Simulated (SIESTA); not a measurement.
**VO2 under changes of volume**

One of the cells (10.308 Å³/atom); the others are scaled copies at fixed shape and fractional positions:

```xyz
6
Lattice="4.5072 0.0000 0.0000 0.0000 4.5072 0.0000 0.0000 0.0000 3.0444" Properties=species:S:1:pos:R:3 pbc="T T T"
V     2.2536    2.2536    1.5222
V     0.0000    0.0000    0.0000
O     0.9031    3.6041    1.5222
O     3.6041    0.9031    1.5222
O     3.1567    3.1567    0.0000
O     1.3505    1.3505    0.0000
```

The cell is a database's computed one.

- Program: SIESTA 5.4.2
- Functional: PBE
- Potentials or basis: PseudoDojo 0.4 standard (PBE files)
- Basis: DZ (energy shift 0.01 Ry)
- Grid cutoff: 800 Ry
- Energy shift: 0.01 Ry
- k mesh: 4 × 4 × 6
- Occupations: fermi-dirac, width 0.05 eV
- Spin: collinear spin, ferromagnetic start
- Starting moments: [2.0, 2.0, 0.0, 0.0, 0.0, 0.0] μB

```tsv
volume (Å³/atom)	energy over the lowest point (meV/atom)	pressure (GPa)	largest force (eV/Å)
9.689	0.00	2.5	0.307
9.896	0.51	-3.0	0.331
10.102	?	?	?
10.308	21.62	-12.9	0.338
10.514	40.86	-16.9	0.347
10.720	65.13	-20.7	0.347
10.926	93.93	-24.0	0.354
```

**Question.** What does the run at 10.102 Å³/atom give?

**Answer.** Energy over the lowest point 7.93 meV/atom; pressure -8.3 GPa; largest force 0.330 eV/Å.

Worked out: A Birch-Murnaghan fit of order 3 (a polynomial in V^(-2/3)) to the other rows has its minimum at 9.78 Å³/atom with B0 = V·E''(V) = 271 GPa and B' = 4.1 at fixed shape and positions, which overstates the stiffness. It gives 7.96 meV/atom at 10.102 Å³/atom, against the run's 7.93, and -dE/dV = -8.3 GPa, against -8.3.

Energies are extrapolated to zero smearing.

Caveats: the basis has no polarisation orbitals; semicore shells carry a single zeta, which can move pressures by several GPa and volumes by a few percent; the basis of atomic orbitals isn't converged, which shifts pressures, moduli and gaps.
